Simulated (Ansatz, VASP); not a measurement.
One calculation of HN2F, two programs

```
CELL_PARAMETERS angstrom
7.96863 0.00000 0.00000
0.00000 7.96863 0.00000
0.00000 0.00000 7.96863
ATOMIC_POSITIONS crystal
N 0.77922 0.76239 0.32922
N 0.81656 0.70404 0.20936
N 0.29940 0.54750 0.50564
N 0.18581 0.48411 0.45939
N 0.58763 0.30797 0.24253
N 0.67267 0.19890 0.24969
N 0.78903 0.38113 0.78892
N 0.88911 0.44509 0.85933
N 0.11054 0.07434 0.17825
N 0.18134 0.12219 0.06971
F 0.32983 0.27802 0.77762
F 0.86447 0.81893 0.75472
F 0.56419 0.68182 0.68772
F 0.35890 0.76611 0.17128
F 0.16572 0.52534 0.05105
H 0.29196 0.22352 0.87542
H 0.75820 0.78455 0.71406
H 0.48073 0.64233 0.61202
H 0.28961 0.68568 0.11805
H 0.06775 0.52671 0.98276
```

Alike in both runs: functional PBE; dispersion D3(BJ); k mesh 1 × 1 × 1; occupations fermi-dirac, width 0.02 eV; no spin polarisation.

Ansatz relaxed the structure, and its values are those at the end. VASP's run is a single point on that final structure, the one shown.

|  | VASP | Ansatz |
| --- | --- | --- |
| version | VASP 6.6.1 | Ansatz 0.2.0 |
| potentials or method | VASP PAW PBE potentials, release 64 (N, F, H) | scalar-relativistic, plane waves, PAW |
| plane-wave cutoff (eV) | 520 | 420 |
| valence electrons in the cell | 90 | 90 |

```csv
,VASP,Ansatz,Ansatz less VASP
rms of the force components (eV/Å),0.688,0.061,-0.6274
dispersion energy (meV/atom),-26.7,-26.7,0.00
```

One of these differences is far larger than is usual between the two programs; its cause wasn't traced.

Caveats: the standard files for N, O and F lose accuracy on very short bonds.
